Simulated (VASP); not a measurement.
Set up this calculation in VASP 6.6.1, as the native input.

```yaml
Task: relaxation of cell and atoms
Functional: LDA
Potentials_or_basis: VASP PAW LDA potentials, release 64 (Sn_d, S)
Cutoff: 600 eV
k_mesh: 9 × 9 × 5
Occupations: gaussian, width 0.03 eV
Spin: no spin polarisation
Further_INCAR_settings: ALGO = Normal; EDIFF = 1e-06; IBRION = 2; EDIFFG = -0.01; NSW = 90; ISIF = 3
```

The structure of SnS2 (Berndtite-2T) lies in POSCAR:

```
SnS2
1.0
    3.6390000000      0.0000000000      0.0000000000
   -1.8195000000      3.1514664444      0.0000000000
    0.0000000000      0.0000000000      5.8680000000
Sn S
1 2
Direct
    0.0000000000      0.0000000000      0.0000000000
    0.3333333333      0.6666666667      0.2500000000
    0.6666666667      0.3333333333      0.7500000000
```

One way to write it, as run:

INCAR

```
SYSTEM = SnS2
PREC = Accurate
ENCUT = 600
EDIFF = 1E-6
ISMEAR = 0
SIGMA = 0.03
LREAL = .False.
LASPH = .True.
NELM = 80
ALGO = Normal
ISIF = 3
LWAVE = .False.
LCHARG = .False.
IBRION = 2
NSW = 90
EDIFFG = -0.01
KPAR = 2
```

KPOINTS

```
regular mesh
0
Gamma
  9 9 5
  0 0 0
```

Potentials or basis: VASP PAW LDA potentials, release 64 (Sn_d, S).

The run is started by

```sh
$ cat potpaw_LDA.64/Sn_d/POTCAR potpaw_LDA.64/S/POTCAR > POTCAR
$ mpirun -np 2 vasp_std > vasp.out
```

Results of the run:

```json
{
 "Relaxed volume": "21.71 Å³/atom",
 "Relaxed cell": "a = 3.632 Å, b = 3.632 Å, c = 5.703 Å, α = 90.00°, β = 90.00°, γ = 120.00°",
 "Space group after relaxing (to 0.05 Å)": "P-3m1 (No. 164)",
 "Energy gained by relaxing": "1.7 meV/atom",
 "Ionic steps": "13",
 "Pressure after relaxing": "0.0 GPa",
 "Largest force after relaxing": "0.004 eV/Å",
 "Band gap on the k mesh": "1.13 eV, indirect (least direct gap 1.63 eV)"
}
```

Caveat: spin-orbit coupling is left out, which moves the levels of the heavy elements; an odd mesh through Γ misses points on the zone boundary, where band edges often lie.

It took 98 s on 2 MPI ranks on Intel(R) Xeon(R) 6975P-C (Granite Rapids), on a shared host, peak memory 0.21 GiB a rank.
